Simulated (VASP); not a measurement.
Wanted: the native input for a VASP 6.6.1 run.

```yaml
Task: single point
Functional: LDA
Potentials_or_basis: VASP PAW LDA potentials, release 64 (P)
Cutoff: 520 eV
k_mesh: 15 × 15 × 15
Occupations: fermi-dirac, width 0.1 eV
Spin: no spin polarisation
Dipole_correction: no
Further_INCAR_settings: ALGO = Normal; EDIFF = 1e-06; NBANDS = 8
```

The structure of P lies in POSCAR:

```
P
1.0
    2.3070274164      0.0000000000      0.0000000000
    0.0000000000      2.3070274164      0.0000000000
    0.0000000000      0.0000000000      2.3070274164
P
1
Direct
    0.0000000000      0.0000000000      0.0000000000
```

This isn't the form of P at room conditions, which is orthorhombic.

These files were run (other wordings do the same):

INCAR

```
SYSTEM = P
  PREC = Accurate
  ENCUT = 520
  EDIFF = 1E-6
  ISMEAR = -1
  SIGMA = 0.1
  LREAL = .FALSE.
  LASPH = .TRUE.
  NELM = 100
  ALGO = Normal
  ISIF = 2
  LWAVE = .FALSE.
  LCHARG = .FALSE.
  NBANDS = 8
```

KPOINTS

```
regular mesh
0
G
  15 15 15
  0 0 0
```

Potentials or basis: VASP PAW LDA potentials, release 64 (P).

Launch:

```console
$ cat potpaw_LDA.64/P/POTCAR > POTCAR
$ mpirun -np 1 vasp_std > vasp.out
```

It gave:

* Pressure: 22.7 GPa
* Band gap on the k mesh: none (metal or under the smearing width)

Caveat: so large a pressure means that the cell lies far from this level's equilibrium, or that cutoff or potentials fall short.

It took 3.4 s on 1 thread of Intel(R) Xeon(R) 6975P-C (Granite Rapids), on a shared host, peak memory 0.11 GiB.
